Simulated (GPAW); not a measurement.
# Cr (Im-3m) in GPAW: further runs, part 2 of 2

GPAW 26.7.0.

### 5 Single point, PBE, collinear spin, ferromagnetic start

run.py

```python
from ase import Atoms
from ase.dft.bandgap import bandgap
from ase.io import write
from ase.units import GPa
from gpaw import GPAW, PW

atoms = Atoms(['Cr'],
              cell=[[-1.4844496776, 1.4844496776, 1.4844496776],
                    [1.4844496776, -1.4844496776, 1.4844496776],
                    [1.4844496776, 1.4844496776, -1.4844496776]],
              scaled_positions=[[0.0, 0.0, 0.0]],
              pbc=True)
atoms.set_initial_magnetic_moments([3.0])

calc = GPAW(mode=PW(600),
            xc='PBE',
            kpts={'size': (12, 12, 12), 'gamma': True},
            occupations={'name': 'methfessel-paxton', 'order': 0, 'width': 0.1},
            nbands=11,
            convergence={'density': 1e-05, 'energy': 1e-05},
            maxiter=150,
            txt='gpaw.txt')
atoms.calc = calc
energy = atoms.get_potential_energy()
forces = atoms.get_forces()
stress = atoms.get_stress()
calc.write('gs.gpw')
write('result.traj', atoms)
print(f'Energy: {energy:.6f} eV')
print('Forces (eV/A):')
print(forces.round(4))
print('Stress (GPa):', (stress / GPa).round(3))
print('Moments:', calc.get_magnetic_moments().round(3))
print('Fermi level:', round(calc.get_fermi_level(), 4), 'eV')
print(f'Gap: {bandgap(calc)[0]:.4f} eV, direct: {bandgap(calc, direct=True)[0]:.4f} eV')
```

Potentials or basis: GPAW PAW data sets (gpaw-data 1.2.1), pw.

On the command line:

```sh
$ OMP_NUM_THREADS=1 python run.py
```

gpaw.txt:

```text
__  _  _
 | _ |_)|_||  |
 |__||  | ||/\| - 26.7.0

Input parameters:
  mode=PW(ecut=600.0),
  convergence={'density': 1e-05, 'energy': 1e-05},
  kpts=MonkhorstPack(size=(12, 12, 12), gamma=True),
  maxiter=150,
  nbands=11,
  occupations=Occupations(name='methfessel-paxton', order=0, width=0.1),
  xc=XC(name='PBE')

Diagonalizing LCAO Hamiltonian
Converting LCAO to pw mode

       Cr

Atoms  # Å, Bohr magnetons
|   | symbol |        x |        y |        z |    initial magnetic moments |
|---|--------|----------|----------|----------|-----------------------------|
| 0 |     Cr | 0.000000 | 0.000000 | 0.000000 | ( 0.0000,  0.0000,  3.0000) |

Unit cell  # Å
| periodic |         x |         y |         z |  lengths |     angles |
|----------|-----------|-----------|-----------|----------|------------|
|      yes | -1.484450 |  1.484450 |  1.484450 | 2.571142 | 109.471221 |
|      yes |  1.484450 | -1.484450 |  1.484450 | 2.571142 | 109.471221 |
|      yes |  1.484450 |  1.484450 | -1.484450 | 2.571142 | 109.471221 |

Number of symmetries: 48
Symmetry operations  # r_c * U_cc + t_c -> r_c
|    | kind |            matrix            |
|----|------|------------------------------|
|  0 |  σ   |  1, 1, 1,  0, 0,-1,  0,-1, 0 |
|  1 |  C4  |  1, 1, 1,  0, 0,-1, -1, 0, 0 |
|  2 |  C2  |  1, 1, 1,  0,-1, 0,  0, 0,-1 |
|  3 |  S6  |  1, 1, 1,  0,-1, 0, -1, 0, 0 |
|  4 |  S6  |  1, 1, 1, -1, 0, 0,  0, 0,-1 |
|  5 |  C4  |  1, 1, 1, -1, 0, 0,  0,-1, 0 |
|  6 |  E   |  1, 0, 0,  0, 1, 0,  0, 0, 1 |
|  7 |  σ   |  1, 0, 0,  0, 1, 0, -1,-1,-1 |
|  8 |  σ   |  1, 0, 0,  0, 0, 1,  0, 1, 0 |
[... 161 lines left out ...]
|iter:  11| |   -9.251135c| -6.83 | -3.37 |  -0.0003|
|iter:  12| |   -9.251134c| -8.15c| -4.39 |  +0.0000|
|iter:  13| |   -9.251134c| -8.32c| -5.14c|  -0.0000|

Converged in 13 steps
Energy contributions relative to reference atoms: (reference = -28582.377450)

Energy contributions:
  Kinetic:         -24.964145
  Coulomb:          17.360357
  Zero:              0.190312
  External:          0.000000
  Xc:               -1.836189
  Entropy:          -0.002939
  Spinorbit:         0.000000
  ----------------------------
  Free energy:      -9.252604
  Extrapolated:     -9.251134

dipole moment: (-3.671461, -3.671461, -3.671461)  # |e|*Ang

Total magnetic moment: (0.000000, 0.000000, -0.000006)

Local magnetic moments
|        x |        y |         z |
|----------|----------|-----------|
| 0.000000 | 0.000000 | -0.000002 |  # Cr   0

Fermi level: 9.513
Eigenvalues  # (at kpt = [-0.000, -0.000, -0.000])
| band index |      eig [eV] | occ [0-1] |      eig [eV] | occ [0-1] |
|------------|---------------|-----------|---------------|-----------|
|          0 |         2.231 |     1.000 |         2.231 |     1.000 |
|          1 |         8.783 |     1.000 |         8.783 |     1.000 |
|          2 |         8.783 |     1.000 |         8.783 |     1.000 |
|          3 |         8.783 |     1.000 |         8.783 |     1.000 |
|          4 |        10.491 |     0.000 |        10.491 |     0.000 |
|          5 |        10.491 |     0.000 |        10.491 |     0.000 |
|          6 |        19.550 |     0.000 |        19.550 |     0.000 |
|          7 |        19.550 |     0.000 |        19.550 |     0.000 |
|          8 |        19.550 |     0.000 |        19.550 |     0.000 |
|          9 |        27.576 |     0.000 |        27.576 |     0.000 |
|         10 |        31.513 |     0.000 |        31.513 |     0.000 |

No gap
No difference between direct/indirect transitions

Forces  # eV/Ang
|        x |       y |       z |
|----------|---------|---------|
| -0.00000 | 0.00000 | 0.00000 |  # Cr   0

Stress tensor  # eV/Ang^3
|        x |         y |         z |
|----------|-----------|-----------|
| 0.158987 |  0.000000 |  0.000000 |
| 0.000000 |  0.158987 | -0.000000 |
| 0.000000 | -0.000000 |  0.158987 |

# Writing to gs.gpw (mode='')
```

stdout:

```text
Energy: -9.251134 eV
Forces (eV/A):
[[-0.  0.  0.]]
Stress (GPa): [25.473 25.473 25.473 -0.     0.     0.   ]
Moments: [-0.]
Fermi level: 9.5131 eV
Gap: 0.0000 eV, direct: 0.0000 eV
```

It took 29 s on 1 thread of Arm Neoverse N1, shared host; peak memory 0.14 GiB.

Results:

```
Free energy            : -9.2526 eV
Pressure               : -25.5 GPa
Band gap on the k mesh : none (metal or under the smearing width)
Net moment             : 0.00 μB per cell
```

Levels at points of the mesh, in eV from the Fermi level:
Spin up:
```csv
k point,band 1,band 2,band 3,band 4,band 5,band 6,band 7
"(0.00, 0.00, 0.00)",-7.28,-0.73,-0.73,-0.73,0.98,0.98,10.04
"(0.50, 0.50, 0.00)",-3.74,-2.00,0.96,0.96,1.24,2.37,8.55
"(0.50, 0.50, 0.50)",-3.51,-3.51,2.04,2.04,2.04,8.96,8.96
```
Spin down:
| k point | band 1 | band 2 | band 3 | band 4 | band 5 | band 6 |
| --- | --- | --- | --- | --- | --- | --- |
| (0.00, 0.00, 0.00) | -7.28 | -0.73 | -0.73 | -0.73 | 0.98 | 0.98 |
| (0.50, 0.50, 0.00) | -3.74 | -2.00 | 0.96 | 0.96 | 1.24 | 2.37 |
| (0.50, 0.50, 0.50) | -3.51 | -3.51 | 2.04 | 2.04 | 2.04 | 8.96 |

Caveat: the starting moments collapsed, and a magnetic state may lie lower; so large a pressure means that the cell lies far from this level's equilibrium, or that cutoff or potentials fall short.
